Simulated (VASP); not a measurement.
# C (P6_3/mmc) in VASP: further runs

The runs below take C through single point, relaxation of cell and atoms, with PBE, revPBE, BLYP.

The COD entry that gives the cell may itself be a prediction, so a difference from it is no test against experiment.

Everything below comes from runs of VASP 6.6.1. Logs are shortened: lines on timing, memory, paths and dates and some standing lists are left out, and cuts for length are marked.

## (1) Starting point

The structure is hexagonal, space group P6_3/mmc (No. 194). Conventional cell: a = 2.522 Å, b = 2.522 Å, c = 8.237 Å, α = 90.00°, β = 90.00°, γ = 120.00°. C (site symmetry 3m) has 4 C at 1.54 Å as nearest neighbours. Around C (site symmetry 3m) lie 4 C at 1.54 Å.

This is a hexagonal form of diamond, not graphite.

## (2) Single point, PBE

File INCAR:

```
  PREC = Accurate
  ENCUT = 520
  EDIFF = 1E-6
  ISMEAR = 0
  SIGMA = 0.011
  LREAL = F
  LASPH = T
  NELM = 100
  ALGO = Fast
  ISIF = 2
  LWAVE = F
  LCHARG = F
  GGA = PE
  NBANDS = 26
```

File KPOINTS:

```
regular mesh
0
Gamma
  12 12 4
```

File POSCAR:

```
C
1.0
    2.5221000000      0.0000000000      0.0000000000
   -1.2610500000      2.1842026709      0.0000000000
    0.0000000000      0.0000000000      8.2371000000
C
8
Direct
    0.6666666667      0.3333333333      0.8437500000
    0.3333333333      0.6666666667      0.3437500000
    0.6666666667      0.3333333333      0.6562500000
    0.3333333333      0.6666666667      0.1562500000
    0.0000000000      0.0000000000      0.9062500000
    0.0000000000      0.0000000000      0.4062500000
    0.0000000000      0.0000000000      0.5937500000
    0.0000000000      0.0000000000      0.0937500000
```

Potentials or basis: VASP PAW PBE potentials, release 64 (C).

The run is started by

```console
$ cat potpaw_PBE.64/C/POTCAR > POTCAR
$ mpirun -np 1 vasp_std > vasp.out
```

OUTCAR:

```text
PREC = Accurate
   ENCUT = 520
   EDIFF = 1E-6
   ISMEAR = 0
   LREAL = F
   LASPH = T
   NELM = 100
   ISIF = 2
   GGA = PE

 ion  position               nearest neighbor table
   1  0.667  0.333  0.844-   3 1.54   5 1.54   5 1.54   5 1.54
   2  0.333  0.667  0.344-   4 1.54   6 1.54   6 1.54   6 1.54
   3  0.667  0.333  0.656-   1 1.54   7 1.54   7 1.54   7 1.54
   4  0.333  0.667  0.156-   2 1.54   8 1.54   8 1.54   8 1.54
   5  0.000  0.000  0.906-   8 1.54   1 1.54   1 1.54   1 1.54
   6  0.000  0.000  0.406-   7 1.54   2 1.54   2 1.54   2 1.54
   7  0.000  0.000  0.594-   6 1.54   3 1.54   3 1.54   3 1.54
   8  0.000  0.000  0.094-   5 1.54   4 1.54   4 1.54   4 1.54

  LATTYP: Found a hexagonal cell.
 ALAT       =     2.5221000000
 C/A-ratio  =     3.2659688355

  Lattice vectors:

 A1 = (   2.5221000000,   0.0000000000,   0.0000000000)
 A2 = (  -1.2610500000,   2.1842026709,   0.0000000000)
 A3 = (   0.0000000000,   0.0000000000,   8.2371000000)

Analysis of symmetry for initial positions (statically):
=====================================================================
 Subroutine PRICEL returns:
 Original cell was already a primitive cell.

 Routine SETGRP: Setting up the symmetry group for a
 hexagonal supercell.

 Subroutine GETGRP returns: Found 24 space group operations
 (whereof 12 operations were pure point group operations)
 out of a pool of 24 trial point group operations.

The static configuration has the point symmetry D_3d.
 The point group associated with its full space group is D_6h.

Analysis of symmetry for dynamics (positions and initial velocities):
=====================================================================
 Subroutine PRICEL returns:
 Original cell was already a primitive cell.

 Routine SETGRP: Setting up the symmetry group for a
 hexagonal supercell.

 Subroutine GETGRP returns: Found 24 space group operations
 (whereof 12 operations were pure point group operations)
 out of a pool of 24 trial point group operations.

The dynamic configuration has the point symmetry D_3d.
 The point group associated with its full space group is D_6h.

 Subroutine INISYM returns: Found 24 space group operations
 (whereof 12 operations are pure point group operations),
 and found     1 'primitive' translations

----------------------------------------------------------------------------------------

                                     Primitive cell

  volume of cell :      45.3764
[... 109 lines left out ...]
   POTIM  = 0.5000    time-step for ionic-motion
   TEBEG  =    0.0;   TEEND  =   0.0 temperature during run
   PSTRESS=    0.0 pullay stress
   NELECT =      32.0000    total number of electrons
   NUPDOWN=      -1.0000    fix difference up-down
   EMIN   =  10.00;   EMAX   =-10.00  energy-range for DOS
   EFERMI =   0.00;   METHOD = LEGACY
   ISMEAR =     0;   SIGMA  =   0.01  broadening in eV -4-tet -1-fermi 0-gaus
   EFERMI_NEDOS =   21; number of points for ismear=-14 and -15
   IALGO  =     68    algorithm
   IMIX   =      4    mixing-type and parameters
     AMIX     =   0.40;   BMIX     =  1.00
     AMIX_MAG =   1.60;   BMIX_MAG =  1.00
  volume/ion in A,a.u.               =       5.67        38.28
  Fermi-wavevector in a.u.,A,eV,Ry     =   1.457186  2.753682 28.890486  2.123391
  Thomas-Fermi vector in A             =   2.574017
   LORBIT       =      0    0 simple, 1 ext, 2 COOP (PROOUT), +10 PAW based schemes
   GGA     = PE    functional components
   LHFCALC =     F    Hartree Fock is set to
   AEXX    =    0.0000 exact exchange contribution
   IVDW    =     0    specifies the selected vdW correction
   LEPSILON=     F    determine dielectric tensor
   LRPA    =     F    only Hartree local field effects (RPA)
 non-spin polarized calculation
 RMM-DIIS sequential band-by-band and
 Gauss-broadening in eV      SIGMA  =   0.01
  energy-cutoff  :      520.00
  volume of cell :       45.38
 maximum number of plane-waves:      1242
 NGX is ok and might be reduce to    20
   NGX =  9   NGY =  9   NGZ = 31

 number of electron      31.9999995 magnetization

 Free energy of the ion-electron system (eV)
  ---------------------------------------------------
  ext. energy  EPLUGINS =         0.00000000
  ---------------------------------------------------
  free energy    TOTEN  =       -72.64805472 eV

  energy without entropy =      -72.64805472  energy(sigma->0) =      -72.64805472

 E-fermi :   9.9528     XC(G=0): -13.2479

 val. band max:        9.8675972641   @ k =   0.0000   0.0000   0.0000
 cond. band min:      14.2801350517   @ k =   0.4167   0.0000   0.0000
 fundamental gap:      4.4125377876
 Fermi energy:         9.9527666634

 k-point     1 :       0.0000    0.0000    0.0000
  band No.  band energies     occupation
      1     -11.7605      2.00000
      2     -10.0661      2.00000
      3     -10.0157      2.00000
      4      -5.9493      2.00000
      5      -3.6616      2.00000
      6       3.1291      2.00000
[... 685 lines left out ...]
     25      20.3145      0.00000
     26      22.2296      0.00000

 [... further k-points ...]

------------------------ aborting loop because EDIFF is reached ----------------------------------------

  FORCE on cell =-STRESS in cart. coord.  units (eV):
  Direction    XX          YY          ZZ          XY          YZ          ZX
  --------------------------------------------------------------------------------------
  -------------------------------------------------------------------------------------
  Total       -0.3329193     -0.3329193      3.1506485     -0.0000000     -0.0000000      0.0000000
  in kB      -11.7549270    -11.7549270    111.2451168     -0.0000000     -0.0000000      0.0000000
  external PRESSURE =      29.2450876 kB  Pullay stress =       0.0000000 kB

 VOLUME and BASIS-vectors are now :
 -----------------------------------------------------------------------------
  energy-cutoff  :      520.00
  volume of cell :       45.38
      direct lattice vectors                 reciprocal lattice vectors
     2.522100000  0.000000000  0.000000000     0.396494984  0.228916486  0.000000000
    -1.261050000  2.184202671  0.000000000     0.000000000  0.457832972  0.000000000
     0.000000000  0.000000000  8.237100000     0.000000000  0.000000000  0.121401950

 POSITION                                       TOTAL-FORCE (eV/Angst)
 -----------------------------------------------------------------------------------
      1.26105      0.72807      6.95005        -0.000000     -0.000000      0.319576
     -0.00000      1.45614      2.83150         0.000000      0.000000      0.319576
      1.26105      0.72807      5.40560        -0.000000     -0.000000     -0.319576
     -0.00000      1.45614      1.28705        -0.000000      0.000000     -0.319576
      0.00000      0.00000      7.46487         0.000000      0.000000      0.328675
      0.00000      0.00000      3.34632         0.000000      0.000000      0.328675
      0.00000      0.00000      4.89078         0.000000      0.000000     -0.328675
      0.00000      0.00000      0.77223        -0.000000      0.000000     -0.328675
 -----------------------------------------------------------------------------------
    total drift:                               -0.000000      0.000000      0.000000

  FREE ENERGIE OF THE ION-ELECTRON SYSTEM (eV)
  ---------------------------------------------------
  free  energy   TOTEN  =       -72.6480547205 eV

  energy  without entropy=      -72.6480547205  energy(sigma->0) =      -72.64805472
```

stdout:

```text
POSCAR found type information on POSCAR C
 POSCAR found :  1 types and       8 ions
 scaLAPACK will be used
 LDA part: xc-table for (Slater+PW92), standard interpolation
 POSCAR, INCAR and KPOINTS ok, starting setup
 FFT: planning ... GRIDC
 FFT: planning ... GRID_SOFT
 FFT: planning ... GRID
 WAVECAR not read
 entering main loop
```

Wall time 58 s (1 thread of Intel Xeon Platinum 8488C (Sapphire Rapids), shared host); peak memory 0.17 GiB.

Results:

```
Free energy            : -72.6481 eV
Pressure               : 2.9 GPa
Largest force          : 0.329 eV/Å
Band gap on the k mesh : 4.41 eV, indirect (least direct gap 5.18 eV)
```

Forces in eV/Å, atoms in the order of the input:
```
C    0.000  0.000  0.320
C    0.000  0.000  0.320
C    0.000  0.000 -0.320
C    0.000  0.000 -0.320
C    0.000  0.000  0.329
C    0.000  0.000  0.329
C    0.000  0.000 -0.329
C    0.000  0.000 -0.329
```

Levels at points of the mesh, in eV from the valence-band top:
```
           k point  band 12  band 13  band 14  band 15  band 16  band 17  band 18  band 19  band 20  band 21
(0.00, 0.00, 0.00)    -1.74    -1.74    -0.22     0.00     0.00     5.18     5.18     5.71     7.00     7.00
(0.50, 0.00, 0.00)    -5.03    -5.00    -4.54    -3.70    -2.93     4.46     5.60     5.86     6.01     6.97
(0.00, 0.00, 0.50)    -2.54    -0.68    -0.68    -0.68    -0.68     5.97     5.97     5.97     5.97     6.71
(0.50, 0.00, 0.50)    -6.06    -4.72    -4.72    -3.66    -3.66     4.82     4.82     7.11     7.11     7.56
```

A k mesh can miss the band edges. As with any semilocal functional, this PBE gap is likely too small.

## (3) Relaxation of cell and atoms, revPBE

File INCAR:

```
  PREC = Accurate
  ENCUT = 600
  EDIFF = 1E-6
  ISMEAR = -1
  SIGMA = 0.05
  LREAL = False
  LASPH = True
  NELM = 80
  ALGO = Normal
  ISIF = 3
  LWAVE = False
  LCHARG = False
  GGA = RE
  IBRION = 2
  NSW = 40
  EDIFFG = -0.005
```

File KPOINTS:

```
Automatic mesh
0
Gamma
  12 12 4
```

POSCAR is that of step 2.

Potentials or basis: VASP PAW PBE potentials, release 64 (C).

The run is started by

```console
$ cat potpaw_PBE.64/C/POTCAR > POTCAR
$ mpirun -np 1 vasp_std > vasp.out
```

Wall time 3.2 min (1 thread of Intel Xeon Platinum 8488C (Sapphire Rapids), shared host); peak memory 0.19 GiB.

It converged, with:

```yaml
Free_energy: -69.4669 eV
Relaxed_volume: 5.76 Å³/atom
Relaxed_cell: a = 2.527 Å, b = 2.527 Å, c = 8.332 Å, α = 90.00°, β = 90.00°, γ = 120.00°
Space_group_after_relaxing_to_0.05_Å: P6_3/mmc (No. 194)
Energy_gained_by_relaxing: 4.1 meV/atom
Ionic_steps: 6
Pressure_after_relaxing: 0.0 GPa
Band_gap_on_the_k_mesh: 4.50 eV, indirect (least direct gap 5.27 eV)
```

Forces on the atoms (eV/Å):
```
C    0.000  0.000  0.002
C    0.000  0.000  0.002
C    0.000  0.000 -0.002
C    0.000  0.000 -0.002
C    0.000  0.000  0.003
C    0.000  0.000  0.003
C    0.000  0.000 -0.003
C    0.000  0.000 -0.003
```

Stress tensor (GPa, compression positive):
```
-0.03  0.00  0.00
 0.00 -0.03  0.00
 0.00  0.00  0.05
```

The path:
```
step  energy change (eV)  largest force (eV/Å)  pressure (GPa)  volume (Å³)
   1              0.0000                0.3269            6.73        45.38
   2              0.0178                0.4613           -7.44        46.95
   3             -0.0328                0.0492            0.13        46.06
   4             -0.0328                0.0425            0.26        46.05
   5             -0.0329                0.0435           -0.23        46.10
   6             -0.0330                0.0028            0.00        46.07
```

Final structure:
```
C
1.0
     2.52691    0.00000    0.00000
    -1.26346    2.18837    0.00000
     0.00000    0.00000    8.33190
C
8
Direct
  0.66667 0.33333 0.84446
  0.33333 0.66667 0.34446
  0.66667 0.33333 0.65554
  0.33333 0.66667 0.15554
  0.00000 0.00000 0.90701
  0.00000 0.00000 0.40701
  0.00000 0.00000 0.59299
  0.00000 0.00000 0.09299
```

Levels at points of the mesh, in eV from the valence-band top:
| k point | band 14 | band 15 | band 16 | band 17 | band 18 | band 19 |
| --- | --- | --- | --- | --- | --- | --- |
| (0.00, 0.00, 0.00) | -0.21 | 0.00 | 0.00 | 5.27 | 5.27 | 5.44 |
| (0.50, 0.00, 0.00) | -4.62 | -3.63 | -2.93 | 4.57 | 5.53 | 5.94 |
| (0.00, 0.00, 0.50) | -0.64 | -0.64 | -0.64 | 6.03 | 6.03 | 6.03 |
| (0.50, 0.00, 0.50) | -4.67 | -3.62 | -3.62 | 4.91 | 4.91 | 6.96 |

Caveat: the PAW data sets were made with another functional, which shifts forces and pressure a little. A k mesh can miss the band edges.

## (4) Relaxation of cell and atoms, BLYP

File INCAR:

```
SYSTEM = C
PREC = Accurate
ENCUT = 600
EDIFF = 1E-6
ISMEAR = -1
SIGMA = 0.05
LREAL = .FALSE.
LASPH = .TRUE.
NELM = 80
ALGO = Normal
ISIF = 3
LWAVE = .FALSE.
LCHARG = .FALSE.
GGA = B5
ALDAX = 1.0
AGGAX = 1.0
AGGAC = 1.0
ALDAC = 0.0
IBRION = 2
NSW = 40
EDIFFG = -0.01
```

File KPOINTS:

```
Automatic mesh
0
G
  12 12 4
  0 0 0
```

POSCAR is that of step 3.

The run is started by

```console
$ cat potpaw_PBE.64/C/POTCAR > POTCAR
$ mpirun -np 1 vasp_std > vasp.out
```

Wall time 4.8 min (1 thread of Intel Xeon Platinum 8488C (Sapphire Rapids), shared host); peak memory 0.19 GiB.

The run converged. Its results:

- Free energy: -66.8383 eV
- Relaxed volume: 5.83 Å³/atom
- Relaxed cell: a = 2.537 Å, b = 2.537 Å, c = 8.366 Å, α = 90.00°, β = 90.00°, γ = 120.00°
- Space group after relaxing (to 0.05 Å): P6_3/mmc (No. 194)
- Energy gained by relaxing: 7.9 meV/atom
- Ionic steps: 8
- Pressure after relaxing: 0.0 GPa
- Band gap on the k mesh: 4.81 eV, indirect (least direct gap 5.41 eV)

Step by step:
| step | energy change (eV) | largest force (eV/Å) | pressure (GPa) | volume (Å³) |
| --- | --- | --- | --- | --- |
| 1 | 0.0000 | 0.3397 | 11.62 | 45.38 |
| 2 | 0.0220 | 0.5009 | -11.91 | 48.12 |
| 3 | -0.0629 | 0.0734 | 0.08 | 46.61 |
| 4 | -0.0629 | 0.0653 | 0.29 | 46.59 |
| 5 | -0.0629 | 0.0947 | -0.18 | 46.64 |
| 6 | -0.0632 | 0.0133 | 0.08 | 46.61 |
| 7 | -0.0632 | 0.0186 | -0.09 | 46.63 |
| 8 | -0.0632 | 0.0010 | 0.00 | 46.62 |

Final structure:
```cif
data_structure
_symmetry_space_group_name_H-M 'P 1'
_symmetry_Int_Tables_number 1
_cell_length_a 2.5366
_cell_length_b 2.5366
_cell_length_c 8.3662
_cell_angle_alpha 90.000
_cell_angle_beta 90.000
_cell_angle_gamma 120.000
_cell_volume 46.62
loop_
_atom_site_label
_atom_site_type_symbol
_atom_site_fract_x
_atom_site_fract_y
_atom_site_fract_z
_atom_site_occupancy
C1 C 0.66667 0.33333 0.84452 1
C2 C 0.33333 0.66667 0.34452 1
C3 C 0.66667 0.33333 0.65548 1
C4 C 0.33333 0.66667 0.15548 1
C5 C 0.00000 0.00000 0.90702 1
C6 C 0.00000 0.00000 0.40702 1
C7 C 0.00000 0.00000 0.59298 1
C8 C 0.00000 0.00000 0.09298 1
```

Levels at points of the mesh, in eV from the valence-band top:
| k point | band 12 | band 13 | band 14 | band 15 | band 16 | band 17 | band 18 | band 19 | band 20 | band 21 |
| --- | --- | --- | --- | --- | --- | --- | --- | --- | --- | --- |
| (0.00, 0.00, 0.00) | -1.64 | -1.64 | -0.19 | 0.00 | 0.00 | 5.41 | 5.41 | 5.55 | 7.19 | 7.19 |
| (0.50, 0.00, 0.00) | -4.78 | -4.69 | -4.47 | -3.47 | -2.83 | 4.91 | 5.82 | 6.22 | 6.28 | 6.78 |
| (0.00, 0.00, 0.50) | -2.48 | -0.61 | -0.61 | -0.61 | -0.61 | 6.15 | 6.15 | 6.15 | 6.15 | 6.71 |
| (0.50, 0.00, 0.50) | -5.72 | -4.47 | -4.47 | -3.49 | -3.49 | 5.23 | 5.23 | 7.21 | 7.21 | 7.69 |

Caveat: the PAW data sets were made with another functional, which shifts forces and pressure a little. Zero-point motion and thermal expansion aren't in these numbers.

## (5) Overview

```csv
task,level,cell,cutoff (eV),smearing,gap on the mesh (eV),pressure (GPa),relaxed volume (Å³/atom)
single point,PBE,as given,520,gaussian 0.011 eV,4.41,2.9,-
relaxation of cell and atoms,revPBE,relaxed,600,fermi-dirac 0.05 eV,4.50,0.0,5.76
relaxation of cell and atoms,BLYP,relaxed,600,fermi-dirac 0.05 eV,4.81,0.0,5.83
```

Alike in all rows: potentials or basis VASP PAW PBE potentials, release 64 (C); no spin polarisation; k mesh 12 × 12 × 4.

Caveats: the PAW data sets were made with another functional, which shifts forces and pressure a little (some runs).

Total energies depend on the potentials used, so only differences within one code and one set of settings carry meaning.
